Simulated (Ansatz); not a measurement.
GaAgSe$_{2}$ from LDA upwards

The starting cell is an entry of the Crystallography Open Database (1987):

```
Ga Ag Se
1.0
    -2.99605    2.99605    5.44150
     2.99605   -2.99605    5.44150
     2.99605    2.99605   -5.44150
Ga Ag Se
2 2 4
Direct
  0.50000 0.50000 0.00000
  0.25000 0.75000 0.50000
  0.00000 0.00000 0.00000
  0.75000 0.25000 0.50000
  0.37500 0.41330 0.53830
  0.58670 0.12500 0.96170
  0.87500 0.83670 0.46170
  0.16330 0.62500 0.03830
```

Atoms and cell were relaxed at zero pressure with plane-wave PAW DFT (Ansatz 0.2.0; one set of PAW datasets, made under PBE, for all functionals; 420 eV, r2SCAN 500 eV; 6×6×6 Γ-centred mesh, fermi-dirac occupations of width 0.020 eV; no spin polarisation, no spin-orbit coupling, no dispersion correction), keeping the symmetry (I-42d, No. 122).

Q: How do the functionals compare with each other and with the entry?

A: The relaxed conventional cells:

```csv
functional,a (Å),c (Å),volume (Å³/atom),formation energy (eV/atom)
LDA,5.837,11.018,23.46,-0.393
PBEsol,5.916,11.106,24.30,-0.410
PBE,6.047,11.267,25.75,-0.454
r2SCAN,6.018,10.987,24.87,-0.541
the entry,5.992,10.883,24.42,–
```

LDA gives the smallest volume and PBE the largest, 9.7 % more, the usual order, since LDA overbinds and PBE's gradient terms loosen the lattice. Against the entry's volume: LDA -3.9 %, PBEsol -0.5 %, PBE +5.4 %, r2SCAN +1.8 %; PBEsol comes nearest. The formation energies span 0.15 eV an atom, lowest under r2SCAN.

Caveats: each relaxation keeps the start's symmetry, so a distorted cell may lie lower; computed cells are at 0 K with fixed nuclei, while the entry holds thermal expansion, often some tenths of a per cent in volume and more in soft crystals; formation energies are at zero smearing against the elements' usual phases under the same functional, gases as free molecules, uncorrected.
